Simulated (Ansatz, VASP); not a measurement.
**One calculation of AlP, two programs**

```
Al P
1.0
     0.00000    2.72550    2.72550
     2.72550    0.00000    2.72550
     2.72550    2.72550    0.00000
Al P
1 1
Direct
  0.00000 0.00000 0.00000
  0.25000 0.25000 0.25000
```

Alike in both runs: task relaxation of cell and atoms; functional PBEsol; k mesh 8 × 8 × 8; occupations gaussian, width 0.02 eV; no spin polarisation.

```csv
,VASP,Ansatz
version,VASP 6.6.1,Ansatz 0.2.0
potentials or method,"VASP PAW PBE potentials, release 64 (Al, P)","scalar-relativistic, plane waves, PAW"
plane-wave cutoff (eV),600,420
valence electrons in the cell,8,8
```

```csv
,VASP,Ansatz,Ansatz less VASP
"gap on the k mesh at the Fermi level, each at its own relaxed structure (eV)",1.45,1.45,+0.002
relaxed volume (Å³/atom),20.47,20.46,-0.012
relaxed cell length with the largest relative difference (Å),3.869,3.868,-0.0007
```

Caveats: the PAW data sets were made with another functional, which shifts forces and pressure a little (VASP). PBEsol gaps usually lie below the measured ones, often by a third to a half. A k mesh can miss the band edges.
